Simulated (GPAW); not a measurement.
The system is TiAl.

```
Ti Al
1.0
     3.17906    0.00000    0.00000
     0.00000    3.17906    0.00000
     0.00000    0.00000    3.17906
Ti Al
1 1
Direct
  0.00000 0.00000 0.00000
  0.50000 0.50000 0.50000
```

The cell comes from a database or a generator and needn't be the stable form of this composition.

Base run:

* Program: GPAW 26.7.0
* Functional: PBEsol
* Dispersion: D4
* Potentials or basis: PAW data sets generated in the run's folder for this functional
* Cutoff: 600 eV
* Basis: pw
* k mesh: 8 × 8 × 8
* Occupations: fermi-dirac, width 0.05 eV
* Spin: no spin polarisation
* Hubbard terms: Ti d U = 4.5 eV

Its results: pressure -0.3 GPa.

Problem. The run is repeated on the same cell with these changes: dispersion from D4 to none; hubbard terms from Ti d U = 4.5 eV to none. What comes out?

Solution. Pressure -2.5 GPa.

Several settings changed at once, so the effect can't be laid on one alone.

Caveats: U without spin polarisation on a metal has little footing (some runs); pairwise dispersion overbinds metals, which lowers pressure and volume (some runs); the U is typed as a test and isn't derived for this compound (some runs).

Not every run made on this cell is shown here.
